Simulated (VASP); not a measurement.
# Pt (Fm-3m) in VASP: notebook

Aim: see how the results for Pt move with the level of theory and the settings. Levels: LDA, PBE, rev-vdW-DF2, PBEsol. Tasks: band structure.

All numbers are computed with VASP 6.6.1; they aren't measurements. Logs are shortened: lines on timing, memory, paths and dates and some standing lists are left out, and cuts for length are marked.

## Step 1: The crystal as given

Symmetry: Fm-3m, No. 225, cubic system. The conventional cell has a = 3.897 Å, b = 3.897 Å, c = 3.897 Å, α = 90.00°, β = 90.00°, γ = 90.00°. Around Pt (site symmetry m-3m) lie 12 Pt at 2.76 Å.

## Step 2: Band structure, LDA

The input, INCAR:

```
SYSTEM = Pt
PREC = Accurate ; ENCUT = 520
EDIFF = 1E-7 ; ISMEAR = 1
SIGMA = 0.1 ; LREAL = .FALSE.
LASPH = .TRUE. ; NELM = 80
ALGO = Normal ; ISIF = 2
LWAVE = .FALSE. ; LCHARG = .FALSE.
LMAXMIX = 4 ; GGA = CA
NBANDS = 11 ; ICORELEVEL = 1
```

The input, KPOINTS:

```
regular mesh
0
G
  16 16 16
  0 0 0
```

The input, POSCAR:

```
Pt                                      
1.0
    0.0000000000      1.9483942426      1.9483942426
    1.9483942426      0.0000000000      1.9483942426
    1.9483942426      1.9483942426      0.0000000000
  Pt            
     1
Direct
     0.0000000000000000    0.0000000000000000    0.0000000000000000
```

The input, KPOINTS_OPT:

```
explicit points
206
Reciprocal
 0.0000000000  0.0000000000  0.0000000000 1
 0.0263157895  0.0000000000  0.0263157895 1
 0.0526315789  0.0000000000  0.0526315789 1
 0.0789473684  0.0000000000  0.0789473684 1
 0.1052631579  0.0000000000  0.1052631579 1
 0.1315789474  0.0000000000  0.1315789474 1
[... 198 lines left out ...]
 0.5000000000  0.2500000000  0.7500000000 1
 0.5000000000  0.0000000000  0.5000000000 1
```

Potentials or basis: VASP PAW LDA potentials, release 64 (Pt).

Started as:

```bash
cat potpaw_LDA.64/Pt/POTCAR > POTCAR
mpirun -np 1 vasp_std > vasp.out
```

OUTCAR:

```text
SYSTEM = Pt
   PREC = Accurate
   ENCUT = 520
   EDIFF = 1E-7
   ISMEAR = 1
   LREAL = .FALSE.
   LASPH = .TRUE.
   NELM = 80
   ISIF = 2
   GGA = CA

 ion  position               nearest neighbor table
   1  0.000  0.000  0.000-

  LATTYP: Found a face centered cubic cell.
 ALAT       =     3.8967884852

  Lattice vectors:

 A1 = (   0.0000000000,   1.9483942426,   1.9483942426)
 A2 = (   1.9483942426,   0.0000000000,   1.9483942426)
 A3 = (   1.9483942426,   1.9483942426,   0.0000000000)

Analysis of symmetry for initial positions (statically):
=====================================================================
 Subroutine PRICEL returns:
 Original cell was already a primitive cell.

 Routine SETGRP: Setting up the symmetry group for a
 face centered cubic supercell.

 Subroutine GETGRP returns: Found 48 space group operations
 (whereof 48 operations were pure point group operations)
 out of a pool of 48 trial point group operations.

The static configuration has the point symmetry O_h .

Analysis of symmetry for dynamics (positions and initial velocities):
=====================================================================
 Subroutine PRICEL returns:
 Original cell was already a primitive cell.

 Routine SETGRP: Setting up the symmetry group for a
 face centered cubic supercell.

 Subroutine GETGRP returns: Found 48 space group operations
 (whereof 48 operations were pure point group operations)
 out of a pool of 48 trial point group operations.

The dynamic configuration has the point symmetry O_h .

 Subroutine INISYM returns: Found 48 space group operations
 (whereof 48 operations are pure point group operations),
 and found     1 'primitive' translations

----------------------------------------------------------------------------------------

                                     Primitive cell

  volume of cell :      14.7931

  direct lattice vectors                    reciprocal lattice vectors
     0.000000000  1.948394243  1.948394243    -0.256621575  0.256621575  0.256621575
     1.948394243  0.000000000  1.948394243     0.256621575 -0.256621575  0.256621575
     1.948394243  1.948394243  0.000000000     0.256621575  0.256621575 -0.256621575

  length of vectors
     2.755445563  2.755445563  2.755445563     0.444481607  0.444481607  0.444481607

  position of ions in fractional coordinates (direct lattice)
     0.000000000  0.000000000  0.000000000

  ion indices of the primitive-cell ions
   primitive index   ion index
                 1           1

----------------------------------------------------------------------------------------

 KPOINTS: regular mesh

Automatic generation of k-mesh.
 Grid dimensions read from file:
 generate k-points for:   16   16   16

 Generating k-lattice:

  Cartesian coordinates                     Fractional coordinates (reciprocal lattice)
    -0.016038848  0.016038848  0.016038848     0.062500000  0.000000000  0.000000000
     0.016038848 -0.016038848  0.016038848     0.000000000  0.062500000  0.000000000
     0.016038848  0.016038848 -0.016038848     0.000000000  0.000000000  0.062500000

  Length of vectors
     0.027780100  0.027780100  0.027780100

  Shift w.r.t. Gamma in fractional coordinates (k-lattice)
     0.000000000  0.000000000  0.000000000

 Subroutine IBZKPT returns following result:
 ===========================================

 Found    145 irreducible k-points:

 Following reciprocal coordinates:
            Coordinates               Weight
  0.000000  0.000000  0.000000      1.000000
  0.062500  0.000000  0.000000      8.000000
  0.125000  0.000000  0.000000      8.000000
  0.187500  0.000000  0.000000      8.000000
  0.250000  0.000000  0.000000      8.000000
  0.312500  0.000000  0.000000      8.000000
[... 16 lines left out ...]
 -0.125000  0.062500  0.000000     24.000000
 -0.062500  0.062500  0.000000     12.000000
 [... further k-points ...]
   k-points           NKPTS =    145   k-points in BZ     NKDIM =    145   number of bands    NBANDS=     11
   number of dos      NEDOS =    301   number of ions     NIONS =      1
   total plane-waves  NPLWV =   8000
   dimension x,y,z NGX =    20 NGY =   20 NGZ =   20
   dimension x,y,z NGXF=    40 NGYF=   40 NGZF=   40
   ions per type =               1
   NGX,Y,Z   is equivalent  to a cutoff of  12.07, 12.07, 12.07 a.u.
   NGXF,Y,Z  is equivalent  to a cutoff of  24.13, 24.13, 24.13 a.u.
 SYSTEM =  Pt
   PREC   = accura    normal or accurate (medium, high low for compatibility)
   ISTART =      0    job   : 0-new  1-cont  2-samecut
   ICHARG =      2    charge: 1-file 2-atom 10-const
   ISPIN  =      1    spin polarized calculation?
   LNONCOLLINEAR =      F non collinear calculations
   LSORBIT =      F    spin-orbit coupling
   LASPH  =      T    aspherical Exc in radial PAW
   ENCUT  =  520.0 eV  38.22 Ry    6.18 a.u.   5.12  5.12  5.12*2*pi/ulx,y,z
   NELM   =     80;   NELMIN=  2; NELMDL= -5     # of ELM steps
   EDIFF  = 0.1E-06   stopping-criterion for ELM
   LREAL  =      F    real-space projection
   EDIFFG = 0.1E-05   stopping-criterion for IOM
   NSW    =      0    number of steps for IOM
   IBRION =     -1    ionic relax: 0-MD 1-quasi-New 2-CG
   NFREE  =      0    steps in history (QN), initial steepest desc. (CG)
   ISIF   =      2    stress and relaxation
   ISYM   =      2    0-nonsym 1-usesym 2-fastsym
   POTIM  = 0.5000    time-step for ionic-motion
   TEBEG  =    0.0;   TEEND  =   0.0 temperature during run
   PSTRESS=    0.0 pullay stress
   NELECT =      10.0000    total number of electrons
   NUPDOWN=      -1.0000    fix difference up-down
   EMIN   =  10.00;   EMAX   =-10.00  energy-range for DOS
   EFERMI =   0.00;   METHOD = LEGACY
   ISMEAR =     1;   SIGMA  =   0.10  broadening in eV -4-tet -1-fermi 0-gaus
   EFERMI_NEDOS =   21; number of points for ismear=-14 and -15
   IALGO  =     38    algorithm
   IMIX   =      4    mixing-type and parameters
     AMIX     =   0.40;   BMIX     =  1.00
     AMIX_MAG =   1.60;   BMIX_MAG =  1.00
  volume/ion in A,a.u.               =      14.79        99.83
  Fermi-wavevector in a.u.,A,eV,Ry     =   1.436772  2.715106 28.086712  2.064315
  Thomas-Fermi vector in A             =   2.555924
   LORBIT       =      0    0 simple, 1 ext, 2 COOP (PROOUT), +10 PAW based schemes
   GGA     = CA    functional components
   LHFCALC =     F    Hartree Fock is set to
   AEXX    =    0.0000 exact exchange contribution
   IVDW    =     0    specifies the selected vdW correction
   LEPSILON=     F    determine dielectric tensor
   LRPA    =     F    only Hartree local field effects (RPA)
 non-spin polarized calculation
 Methfessel and Paxton  Order N= 1 SIGMA  =   0.10
  energy-cutoff  :      520.00
  volume of cell :       14.79
 maximum number of plane-waves:       415
   NGX = 11   NGY = 11   NGZ = 11

 number of electron      10.0000000 magnetization

 Free energy of the ion-electron system (eV)
  ---------------------------------------------------
  ext. energy  EPLUGINS =         0.00000000
  ---------------------------------------------------
  free energy    TOTEN  =        -7.50359089 eV

  energy without entropy =       -7.50288749  energy(sigma->0) =       -7.50335642

 the core state eigenenergies are
   1-  1s -77834.4086  2s -13675.1127  2p -11867.6110  3s  -3202.6634  3p  -2675.3047
       3d  -2101.7762  4s   -675.9100  4p   -502.5816  4d   -291.5956  4f    -56.1485
       5s    -86.7510  5p    -41.1227

 E-fermi :  11.4933     XC(G=0): -13.8001

 val. band max:       11.4876345767   @ k =  -0.4375   0.1250   0.0625
 cond. band min:      11.5168864425   @ k =  -0.4375   0.3125   0.0000
 fundamental gap:      0.0292518658
 Fermi energy:        11.4932567662

 k-point     1 :       0.0000    0.0000    0.0000
  band No.  band energies     occupation
      1       1.0552      2.00000
      2       7.5747      2.00000
      3       7.5747      2.00000
      4       7.5747      2.00000
      5       9.8380      2.00000
      6       9.8380      2.00000
      7      26.0836      0.00000
      8      31.1156      0.00000
      9      31.1156      0.00000
     10      31.1156      0.00000
     11      36.6408      0.00000

 k-point     2 :       0.0625    0.0000    0.0000
  band No.  band energies     occupation
      1       1.2157      2.00000
      2       7.5017      2.00000
      3       7.6393      2.00000
      4       7.6393      2.00000
      5       9.8009      2.00000
      6       9.8009      2.00000
      7      26.3387      0.00000
      8      30.3071      0.00000
      9      31.3671      0.00000
     10      31.3671      0.00000
     11      37.5462      0.00000

 k-point     3 :       0.1250    0.0000    0.0000
  band No.  band energies     occupation
      1       1.6780      2.00000
      2       7.3235      2.00000
      3       7.8016      2.00000
      4       7.8016      2.00000
      5       9.7307      2.00000
      6       9.7307      2.00000
      7      27.0156      0.00000
      8      28.6843      0.00000
      9      32.0935      0.00000
     10      32.0935      0.00000
     11      38.0358      0.00000

 k-point     4 :       0.1875    0.0000    0.0000
  band No.  band energies     occupation
      1       2.3713      2.00000
      2       7.1593      2.00000
      3       7.9551      2.00000
      4       7.9551      2.00000
      5       9.7526      2.00000
      6       9.7526      2.00000
      7      26.8701      0.00000
      8      27.7813      0.00000
      9      33.2005      0.00000
     10      33.2005      0.00000
     11      36.0479      0.00000
[... 197 lines left out ...]
 k-point    19 :      -0.3750    0.0625    0.0000
  band No.  band energies     occupation
      1       4.0728      2.00000
      2       7.5589      2.00000
      3       7.7199      2.00000
      4       8.9847      2.00000
      5      10.9088      2.00000
      6      11.8280     -0.00002
      7      19.7368      0.00000
      8      26.3759      0.00000
      9      30.4700      0.00000
     10      32.0870      0.00000
     11      37.7537      0.00000

 k-point    20 :      -0.3125    0.0625    0.0000
  band No.  band energies     occupation
      1       3.9353      2.00000
      2       7.6908      2.00000
      3       7.8716      2.00000
      4       7.9252      2.00000
      5      10.3245      2.00000
      6      11.2132      2.00055
      7      22.0353      0.00000
      8      27.0977      0.00000
      9      31.3906      0.00000
     10      33.9076      0.00000
     11      35.7317      0.00000

 k-point    21 :      -0.2500    0.0625    0.0000
  band No.  band energies     occupation
      1       3.4903      2.00000
      2       7.1722      2.00000
      3       7.9290      2.00000
      4       8.0319      2.00000
      5       9.7763      2.00000
      6      10.6284      2.00000

------------------------ aborting loop because EDIFF is reached ----------------------------------------

  FORCE on cell =-STRESS in cart. coord.  units (eV):
  Direction    XX          YY          ZZ          XY          YZ          ZX
  --------------------------------------------------------------------------------------
  -------------------------------------------------------------------------------------
  Total       -0.0112551     -0.0112551     -0.0112551      0.0000000      0.0000000     -0.0000000
  in kB       -1.2189926     -1.2189926     -1.2189926      0.0000000      0.0000000     -0.0000000
  external PRESSURE =      -1.2189926 kB  Pullay stress =       0.0000000 kB

 VOLUME and BASIS-vectors are now :
 -----------------------------------------------------------------------------
  energy-cutoff  :      520.00
  volume of cell :       14.79
      direct lattice vectors                 reciprocal lattice vectors
     0.000000000  1.948394243  1.948394243    -0.256621575  0.256621575  0.256621575
     1.948394243  0.000000000  1.948394243     0.256621575 -0.256621575  0.256621575
     1.948394243  1.948394243  0.000000000     0.256621575  0.256621575 -0.256621575

 POSITION                                       TOTAL-FORCE (eV/Angst)
 -----------------------------------------------------------------------------------
      0.00000      0.00000      0.00000         0.000000      0.000000      0.000000
 -----------------------------------------------------------------------------------
    total drift:                                0.000000      0.000000     -0.000000

  FREE ENERGIE OF THE ION-ELECTRON SYSTEM (eV)
  ---------------------------------------------------
  free  energy   TOTEN  =        -7.5035908909 eV

  energy  without entropy=       -7.5028874898  energy(sigma->0) =       -7.50335642
```

Wall time 12 s (1 thread of Intel Xeon 6975P-C (Granite Rapids), shared host); peak memory 0.15 GiB.

What came out:

```
Free energy             : -7.5036 eV
Pressure                : -0.1 GPa
Band gap along the path : none (metal or under the smearing width)
```

Levels at the corners of the path, in eV from the Fermi level:
```
point  band 3  band 4  band 5  band 6  band 7  band 8
    Γ   -3.92   -3.92   -1.66   -1.66   14.59   19.62
    X    0.05    0.53    0.53    1.75    9.10   11.42
    X    0.05    0.53    0.53    1.75    9.10   11.42
    W   -4.70   -2.06    0.53    7.24    8.39    8.39
    W   -4.70   -2.06    0.53    7.24    8.39    8.39
    K   -2.95   -1.34   -0.17    5.79    6.85   10.32
    K   -2.95   -1.34   -0.17    5.79    6.85   10.32
    Γ   -3.92   -3.92   -1.66   -1.66   14.59   19.62
    Γ   -3.92   -3.92   -1.66   -1.66   14.59   19.62
    L   -3.97   -0.53    0.07    0.07    6.00   14.16
    L   -3.97   -0.53    0.07    0.07    6.00   14.16
    U   -2.95   -1.34   -0.17    5.79    6.85   10.32
    U   -2.95   -1.34   -0.17    5.79    6.85   10.32
    W   -4.70   -2.06    0.53    7.24    8.39    8.39
    W   -4.70   -2.06    0.53    7.24    8.39    8.39
    L   -3.97   -0.53    0.07    0.07    6.00   14.16
    L   -3.97   -0.53    0.07    0.07    6.00   14.16
    K   -2.95   -1.34   -0.17    5.79    6.85   10.32
    U   -2.95   -1.34   -0.17    5.79    6.85   10.32
    X    0.05    0.53    0.53    1.75    9.10   11.42
```

Core levels (eV, on the scale of the bands):
```csv
atom,levels
1 Pt,"1s -77834.4, 2s -13675.1, 2p -11867.6, 3s -3202.7, 3p -2675.3, 3d -2101.8, 4s -675.9, 4p -502.6, 4d -291.6, 4f -56.1, 5s -86.8, 5p -41.1"
```

Caveat: spin-orbit coupling is left out, which moves the levels of the heavy elements.

## Step 3: Band structure, PBE

This run uses another cell than the first one, of 15.61 Å³/atom, 1.055 times its volume.

The input, INCAR:

```
ALGO = Normal ; EDIFF = 1E-6
ENCUT = 520 ; GGA = PE
ICORELEVEL = 1 ; ISIF = 2
ISMEAR = 1 ; LASPH = T
LCHARG = F ; LMAXMIX = 4
LREAL = F ; LWAVE = F
NBANDS = 11 ; NELM = 80
PREC = Accurate ; SIGMA = 0.1
```

The input, KPOINTS:

```
k-points
0
Gamma
  16 16 16
```

The input, POSCAR:

```
Pt                                      
1.0
    0.0000000000      1.9834876421      1.9834876421
    1.9834876421      0.0000000000      1.9834876421
    1.9834876421      1.9834876421      0.0000000000
  Pt            
     1
Direct
     0.0000000000000000    0.0000000000000000    0.0000000000000000
```

KPOINTS_OPT is that of step 2.

Potentials or basis: VASP PAW PBE potentials, release 64 (Pt).

Started as:

```bash
cat potpaw_PBE.64/Pt/POTCAR > POTCAR
mpirun -np 1 vasp_std > vasp.out
```

It took 16 s on 1 thread of Intel Xeon 6975P-C (Granite Rapids), shared host; peak memory 0.16 GiB.

The run converged. Its results:

| Item | Value |
| --- | --- |
| Free energy | -6.0956 eV |
| Pressure | -0.1 GPa |
| Band gap along the path | none (metal or under the smearing width) |

Levels at the corners of the path, in eV from the Fermi level:
```csv
point,band 2,band 3,band 4,band 5,band 6,band 7,band 8,band 9
Γ,-3.56,-3.56,-3.56,-1.52,-1.52,14.76,19.53,19.53
X,-6.24,0.02,0.48,0.48,1.88,8.54,11.32,11.32
X,-6.24,0.02,0.48,0.48,1.88,8.54,11.32,11.32
W,-4.28,-4.28,-1.86,0.48,6.91,8.14,8.14,11.79
W,-4.28,-4.28,-1.86,0.48,6.91,8.14,8.14,11.79
K,-5.15,-2.67,-1.22,-0.14,5.64,6.59,9.84,14.46
K,-5.15,-2.67,-1.22,-0.14,5.64,6.59,9.84,14.46
Γ,-3.56,-3.56,-3.56,-1.52,-1.52,14.76,19.53,19.53
Γ,-3.56,-3.56,-3.56,-1.52,-1.52,14.76,19.53,19.53
L,-3.62,-3.62,-0.30,0.05,0.05,5.61,14.32,18.77
L,-3.62,-3.62,-0.30,0.05,0.05,5.61,14.32,18.77
U,-5.15,-2.67,-1.22,-0.14,5.64,6.59,9.84,14.46
U,-5.15,-2.67,-1.22,-0.14,5.64,6.59,9.84,14.46
W,-4.28,-4.28,-1.86,0.48,6.91,8.14,8.14,11.79
W,-4.28,-4.28,-1.86,0.48,6.91,8.14,8.14,11.79
L,-3.62,-3.62,-0.30,0.05,0.05,5.61,14.32,18.77
L,-3.62,-3.62,-0.30,0.05,0.05,5.61,14.32,18.77
K,-5.15,-2.67,-1.22,-0.14,5.64,6.59,9.84,14.46
U,-5.15,-2.67,-1.22,-0.14,5.64,6.59,9.84,14.46
X,-6.24,0.02,0.48,0.48,1.88,8.54,11.32,11.32
```

Core levels (eV, on the scale of the bands):
```tsv
atom	levels
1 Pt	1s -78387.7, 2s -13757.4, 2p -11917.6, 3s -3221.2, 3p -2685.7, 3d -2106.1, 4s -681.5, 4p -506.0, 4d -293.1, 4f -56.5, 5s -87.9, 5p -42.0
```

Caveat: spin-orbit coupling is left out, which moves the levels of the heavy elements.

[end of part 1 of 2]
